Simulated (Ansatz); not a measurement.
# KNbO3 (Pm-3m): the size of the finite step

```
CELL_PARAMETERS angstrom
3.98649 0.00000 0.00000
0.00000 3.98649 0.00000
0.00000 0.00000 3.98649
ATOMIC_POSITIONS crystal
K 0.00000 0.00000 0.00000
Nb 0.50000 0.50000 0.50000
O 0.00000 0.50000 0.50000
O 0.50000 0.00000 0.50000
O 0.50000 0.50000 0.00000
```

Level of theory, where no other is named: PBEsol, PAW on Ansatz 0.2.0's default frozen-core files (fitted under PBE), scalar-relativistic. k mesh 6×6×6, strains of ±0.005, fixed occupations, cutoff 420 eV. The cell was relaxed by PAW under this functional. The structure is one entry of a database and needn't be the stable phase.

Elastic constants come from stresses at strains of ±0.005 (two-point stencil): C11 = 418.3, C12 = 76.6, C44 = 94.2 GPa. What does an amplitude of 0.0002 give?

C11 = 418.5, C12 = 76.9, C44 = 94.5 GPa. Nothing moves by 1 %. Steps under 0.001 aren't safe in general, since the basis can change from cell to cell and the noise grows as 1/δ.

Caveats: frozen-core PAW files fitted under PBE, their cores solved anew for the functional of the run; cubic perovskites of this kind tilt or polarise below some temperature, which these cells can't show.
